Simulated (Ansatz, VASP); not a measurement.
**HfO2: VASP beside Ansatz**

```xyz
3
Lattice="0.0000 2.5575 2.5575 2.5575 0.0000 2.5575 2.5575 2.5575 0.0000" Properties=species:S:1:pos:R:3 pbc="T T T"
Hf    0.0000    0.0000    0.0000
O     1.2788    1.2788    1.2788
O     3.8363    3.8363    3.8363
```

Measurements of this composition are mostly on another form, of space group No. 14.

Alike in both runs: task single point; functional PBE; k mesh 6 × 6 × 6; no spin polarisation.

```csv
,VASP,Ansatz
version,VASP 6.6.1,Ansatz 0.2.0
potentials or method,"VASP PAW PBE potentials, release 64 (Hf_pv, O), cutoff 520 eV",all-electron (LAPW or listed datasets)
occupations,"gaussian, width 0.01 eV",fixed
```

VASP gave:

```
gap on the k mesh at the Fermi level (eV) : 3.73
pressure (GPa)                            : -6.0
```

Q: What did Ansatz give for the same quantities?

A: gap on the k mesh at the Fermi level (eV): 3.71; pressure (GPa): -2.5.

Ansatz ran all-electron here, so the differences hold the error of VASP's frozen core and of both bases.

Caveats: spin-orbit coupling is left out, which moves the levels of the heavy elements. A k mesh can miss the band edges.
